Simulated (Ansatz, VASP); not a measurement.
**ZnO in VASP and in Ansatz**

File INCAR:

```
PREC     = Accurate       # precision mode
ENCUT    = 520            # plane-wave cutoff, eV
EDIFF    = 1E-7           # SCF threshold, eV
ISMEAR   = -1             # smearing method
SIGMA    = 0.05           # smearing width, eV
LREAL    = F              # projectors in reciprocal space
LASPH    = T              # aspherical terms in the spheres
NELM     = 80             # most SCF steps
ALGO     = Normal         # electronic algorithm
ISIF     = 2              # what is computed and relaxed
LWAVE    = F              # write WAVECAR
LCHARG   = F              # write CHGCAR
GGA      = PE             # functional
NBANDS   = 16             # bands
```

KPOINTS

```
Automatic mesh
0
Gamma
  10 10 9
```

The input POSCAR:

```
ZnO
1.0
    1.4520904523     -3.5734942700      0.0000000000
    1.4520904523      3.5734942700      0.0000000000
    0.0000000000      0.0000000000      2.8758428361
Zn O
1 1
Direct
    0.0000000000      0.0000000000      0.0000000000
    0.5000000000      0.5000000000      0.5000000000
```

Contents of input.yaml:

```yaml
crystal:
  lattice:
    - [1.4520904523, -3.57349427, 0.0]
    - [1.4520904523, 3.57349427, 0.0]
    - [0.0, 0.0, 2.8758428361]
  atoms:
    - { symbol: Zn, position: [0.0, 0.0, 0.0] }
    - { symbol: O, position: [0.5, 0.5, 0.5] }
hamiltonian:
  xc: pbe
  pseudopotentials: { kind: paw }
kpoints:
  mp_grid: { grid: [10, 10, 9] }
scf:
  occupations: { method: fermi_dirac, width: 0.05 }
output:
  forces: true
  stress: true
  eigenvalues: true
  write_density: true
  write_potential: true
  elf: true
  volumetric_format: npy
```

Change from the starting cell: volume scaled by 1.04.

Alike in both runs: task single point; functional PBE; k mesh 10 × 10 × 9; occupations fermi-dirac, width 0.05 eV; no spin polarisation.

```csv
,VASP,Ansatz
version,VASP 6.6.1,Ansatz 0.2.0
potentials or method,"VASP PAW PBE potentials, release 64 (Zn, O)",Ansatz PAW
plane-wave cutoff (eV),520,420
valence electrons in the cell,18,18
```

```csv
,VASP,Ansatz,Ansatz less VASP
gap on the k mesh at the Fermi level (eV),none,none,-
pressure (GPa),-3.2,-3.9,-0.71
largest component of the traceless stress (GPa),2.95,3.76,+0.815
```

A gap of «none» marks a metal or a gap that the smearing closes.

Caveats: the pressure holds a Pulay correction of +0.6 GPa for the finite cutoff (Ansatz).
